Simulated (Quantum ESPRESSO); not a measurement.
AlO: equation of state with LDA

The system is AlO.

```
Al O
1.0
     2.76919    0.00000    0.00000
     0.00000    2.76919    0.00000
     0.00000    0.00000    2.76919
Al O
1 1
Direct
  0.50000 0.50000 0.50000
  0.00000 0.00000 0.00000
```

The cell was built by a generator and needn't be a form met in nature.

```json
{"Program": "Quantum ESPRESSO 7.5", "Task": "equation of state", "Functional": "LDA", "Potentials or basis": "PseudoDojo 0.4.1 SR LDA standard", "Cutoff": "1143 eV", "Density cutoff": "4572 eV", "k mesh": "10 × 10 × 10", "Occupations": "fermi-dirac, width 0.05 eV", "Spin": "no spin polarisation"}
```

| Quantity | Value |
| --- | --- |
| Equilibrium volume | 9.92 Å³/atom (rough: see the caveat) |
| Bulk modulus | 146 GPa (rough) |

Energy against volume, from the lowest point:
```tsv
volume (Å³/atom)	energy (meV/atom)
9.981	0.00
10.193	3.08
10.405	9.81
10.618	19.87
10.830	32.95
11.042	48.76
11.255	67.03
```

All runs of the series together: 100 s on 1 thread of AMD EPYC (Zen 3) (shared host).

Caveat: the minimum lies outside the volumes run.
